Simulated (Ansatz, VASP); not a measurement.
**CuI (Marshite) in VASP and in Ansatz**

INCAR

```
PREC     = Accurate       # precision mode
ENCUT    = 520            # plane-wave cutoff, eV
EDIFF    = 1E-6           # SCF threshold, eV
ISMEAR   = 0              # smearing method
SIGMA    = 0.01           # smearing width, eV
LREAL    = False          # projectors in reciprocal space
LASPH    = True           # aspherical terms in the spheres
NELM     = 60             # most SCF steps
ALGO     = Normal         # electronic algorithm
ISIF     = 2              # what is computed and relaxed
LWAVE    = False          # write WAVECAR
LCHARG   = False          # write CHGCAR
GGA      = PS             # functional
NBANDS   = 16             # bands
```

File KPOINTS:

```
Automatic mesh
0
Gamma
  6 6 6
```

The input POSCAR:

```
CuI
1.0
    0.0000000000      3.0120429050      3.0120429050
    3.0120429050      0.0000000000      3.0120429050
    3.0120429050      3.0120429050      0.0000000000
Cu I
1 1
Direct
    0.2500000000      0.2500000000      0.2500000000
    0.0000000000      0.0000000000      0.0000000000
```

Input for Ansatz:

```yaml
crystal:
  lattice:
    - [0.0, 3.012042905, 3.012042905]
    - [3.012042905, 0.0, 3.012042905]
    - [3.012042905, 3.012042905, 0.0]
  atoms:
    - { symbol: Cu, position: [0.25, 0.25, 0.25] }
    - { symbol: I, position: [0.0, 0.0, 0.0] }
kpoints:
  mp_grid: { grid: [6, 6, 6] }
hamiltonian:
  xc: pbesol
scf:
  occupations: { method: fixed }
  n_extra_bands: 4
  mixing: { beta: 0.05 }
  max_iter: 85
output:
  forces: true
  stress: true
  eigenvalues: true
```

Alike in both runs: task single point; functional PBEsol; k mesh 6 × 6 × 6; no spin polarisation.

```csv
,VASP,Ansatz
version,VASP 6.6.1,Ansatz 0.2.0
potentials or method,"VASP PAW PBE potentials, release 64 (Cu, I)",plane waves
plane-wave cutoff (eV),520,420
occupations,"gaussian, width 0.01 eV",fixed
valence electrons in the cell,18,36
```

|  | VASP | Ansatz | Ansatz less VASP |
| --- | --- | --- | --- |
| gap on the k mesh at the Fermi level (eV) | 1.08 | 1.06 | -0.023 |
| pressure (GPa) | -1.4 | -1.9 | -0.43 |

The two sets of potentials don't hold the same shells in valence.

Caveats: the PAW data sets were made with another functional, which shifts forces and pressure a little (VASP); spin-orbit coupling is left out, which moves the levels of the heavy elements.
